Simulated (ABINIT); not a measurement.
InP:

```
In P
1.0
     0.00000    2.93050    2.93050
     2.93050    0.00000    2.93050
     2.93050    2.93050    0.00000
In P
1 1
Direct
  0.00000 0.00000 0.00000
  0.75000 0.75000 0.75000
```

| Quantity | Value |
| --- | --- |
| Program | ABINIT 10.8.3 (patched build) |
| Task | relaxation of cell and atoms |
| Functional | LDA |
| Potentials or basis | PseudoDojo NC SR LDA v0.4.1 standard |
| Cutoff | 952 eV |
| k mesh | 6 × 6 × 6 |
| Occupations | fermi-dirac, width 0.05 eV |
| Spin | no spin polarisation |

At the start: pressure -1.3 GPa; volume 25.17 Å³/atom.

Question: How do energy, volume and symmetry change on relaxing?

Answer: Over 4 steps the energy falls by 2.1 meV/atom and the volume is 24.68 Å³/atom (-1.9 %); space group F-43m (No. 216, to 0.05 Å).

Step by step:
```tsv
step	energy change (eV)	largest force (eV/Å)	pressure (GPa)	volume (Å³)
1	0.0000	0.0000	-1.34	50.33
2	-0.0016	0.0000	-1.07	50.13
3	-0.0042	0.0000	0.04	49.33
4	-0.0042	0.0000	0.00	49.35
```

Final structure:
```
CELL_PARAMETERS angstrom
0.00000 2.91135 2.91135
2.91135 0.00000 2.91135
2.91135 2.91135 0.00000
ATOMIC_POSITIONS crystal
In 0.00000 0.00000 0.00000
P 0.75000 0.75000 0.75000
```
